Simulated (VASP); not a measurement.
Set up this calculation in VASP 6.6.1, as the native input.

```
Task                   : single point
Functional             : PBE
Dispersion             : D3(BJ)
Potentials or basis    : VASP PAW PBE potentials, release 64 (Al)
Cutoff                 : 520 eV
k mesh                 : 4 × 4 × 1
Occupations            : gaussian, width 0.1 eV
Spin                   : no spin polarisation
Dipole correction      : yes
Further INCAR settings : LREAL = Auto; ALGO = Fast; EDIFF = 1e-06; NBANDS = 38
```

The structure of Al lies in POSCAR:

```
Al
1.0
    5.6324246428      0.0000000000      0.0000000000
    0.0000000000      5.6324246428      0.0000000000
    0.0000000000      0.0000000000     21.9740884892
Al
16
Direct
    0.2500000000      0.2500000000      0.3640651581
    0.2500000000      0.7500000000      0.3640651581
    0.7500000000      0.2500000000      0.3640651581
    0.7500000000      0.7500000000      0.3640651581
    0.5000000000      0.5000000000      0.4546883860
    0.5000000000      0.0000000000      0.4546883860
    0.0000000000      0.5000000000      0.4546883860
    0.0000000000      0.0000000000      0.4546883860
    0.7500000000      0.7500000000      0.5423061157
    0.7500000000      0.2500000000      0.5423061157
    0.2500000000      0.7500000000      0.5423061157
    0.2500000000      0.2500000000      0.5423061157
    0.0000000000      0.0000000000      0.6360072443
    0.0000000000      0.5000000000      0.6360072443
    0.5000000000      0.0000000000      0.6360072443
    0.5000000000      0.5000000000      0.6360072443
```

The slab is cut from a database's or a generator's crystal, which needn't be the stable form of the element.

The cell isn't the ideal one: clean slab, lower planes held.

One way to write it, as run:

INCAR

```
SYSTEM = Al
PREC = Accurate
ENCUT = 520
EDIFF = 1E-6
ISMEAR = 0
SIGMA = 0.1
LREAL = Auto
LASPH = .True.
NELM = 100
ALGO = Fast
ISIF = 2
LWAVE = .False.
LCHARG = .True.
LDIPOL = .True.
IDIPOL = 3
DIPOL = 0.5 0.5 0.499
GGA = PE
IVDW = 12
LELF = .True.
LVHAR = .True.
LVACPOTAV = .True.
NBANDS = 38
```

KPOINTS

```
regular mesh
0
Gamma
  4 4 1
  0 0 0
```

Potentials or basis: VASP PAW PBE potentials, release 64 (Al).

Run with:

```sh
$ cat potpaw_PBE.64/Al/POTCAR > POTCAR
$ mpirun -np 1 vasp_std > vasp.out
```

Results of the run:

```json
{
 "Largest force": "0.146 eV/Å",
 "Band gap on the k mesh": "none (metal or under the smearing width)",
 "Dispersion energy per atom": "-0.251 eV",
 "Work function of the upper face": "4.15 eV",
 "Work function of the lower face": "4.17 eV"
}
```

Run time: 3 min on 1 thread of Intel(R) Xeon(R) Platinum 8559C (Emerald Rapids), with other jobs on the host, peak memory 0.6 GiB.
